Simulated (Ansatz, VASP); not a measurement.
# Two plane-wave programs on Ta2N

Contents of INCAR:

```
PREC     = Accurate       # precision mode
ENCUT    = 520            # plane-wave cutoff, eV
EDIFF    = 1E-6           # SCF threshold, eV
ISMEAR   = 0              # smearing method
SIGMA    = 0.1            # smearing width, eV
LREAL    = False          # projectors in reciprocal space
LASPH    = True           # aspherical terms in the spheres
NELM     = 100            # most SCF steps
ALGO     = Fast           # electronic algorithm
ISIF     = 2              # what is computed and relaxed
LWAVE    = False          # write WAVECAR
LCHARG   = True           # write CHGCAR
GGA      = PE             # functional
LELF     = True           # ELF
LVHAR    = True         
NBANDS   = 50             # bands
```

The input KPOINTS:

```
regular mesh
0
Gamma
  6 6 4
```

The input POSCAR:

```
Ta2N
1.0
    5.2965720500      0.0000000000      0.0000000000
   -2.6482860300      4.5869659500      0.0000000000
    0.0000000000      0.0000000000      4.9391825700
Ta N
6 3
Direct
    0.6663616800      0.6663616800      0.7536182600
    0.0000000000      0.3336383200      0.7536182600
    0.3336383200      0.0000000000      0.7536182600
    0.3336383200      0.3336383200      0.2463817400
    0.0000000000      0.6663616800      0.2463817400
    0.6663616800      0.0000000000      0.2463817400
    0.6666666700      0.3333333300      0.5000000000
    0.3333333300      0.6666666700      0.5000000000
    0.0000000000      0.0000000000      0.0000000000
```

Input for Ansatz:

```yaml
crystal:
  lattice:
    - [5.29657205, 0.0, 0.0]
    - [-2.64828603, 4.58696595, 0.0]
    - [0.0, 0.0, 4.93918257]
  atoms:
    - { symbol: Ta, position: [0.66636168, 0.66636168, 0.75361826] }
    - { symbol: Ta, position: [0.0, 0.33363832, 0.75361826] }
    - { symbol: Ta, position: [0.33363832, 0.0, 0.75361826] }
    - { symbol: Ta, position: [0.33363832, 0.33363832, 0.24638174] }
    - { symbol: Ta, position: [0.0, 0.66636168, 0.24638174] }
    - { symbol: Ta, position: [0.66636168, 0.0, 0.24638174] }
    - { symbol: "N", position: [0.66666667, 0.33333333, 0.5] }
    - { symbol: "N", position: [0.33333333, 0.66666667, 0.5] }
    - { symbol: "N", position: [0.0, 0.0, 0.0] }
basis:
  ecutwfc: 420
kpoints:
  mp_grid: { grid: [6, 6, 4] }
hamiltonian:
  xc: pbe
  pseudopotentials: { kind: paw, azcp: { folder: soft_1 } }
scf:
  occupations: { method: gaussian, width: 0.1 }
output:
  forces: true
  stress: true
  eigenvalues: true
```

The cell comes from a database or a generator and needn't be the stable form of this composition.

Alike in both runs: task single point; functional PBE; k mesh 6 × 6 × 4; occupations gaussian, width 0.1 eV; no spin polarisation.

|  | VASP | Ansatz |
| --- | --- | --- |
| version | VASP 6.6.1 | Ansatz 0.2.0 |
| potentials or method | VASP PAW PBE potentials, release 64 (Ta_pv, N) | scalar-relativistic, plane waves, PAW |
| plane-wave cutoff (eV) | 520 | 420 |
| valence electrons in the cell | 81 | 93 |

Ansatz gave:

```
gap on the k mesh at the Fermi level (eV)       : none
pressure (GPa)                                  : 2.8
largest component of the traceless stress (GPa) : 0.23
rms of the force components (eV/Å)              : 0.023
```

Problem. Which values does VASP return?

Solution. gap on the k mesh at the Fermi level (eV): none; pressure (GPa): 3.3; largest component of the traceless stress (GPa): 0.26; rms of the force components (eV/Å): 0.018.

Atom by atom the forces differ by 0.008 eV/Å (rms over components). A gap of «none» marks a metal or a gap that the smearing closes. The two sets of potentials don't hold the same shells in valence.

Spin-orbit coupling is left out, which matters for the levels of Ta.
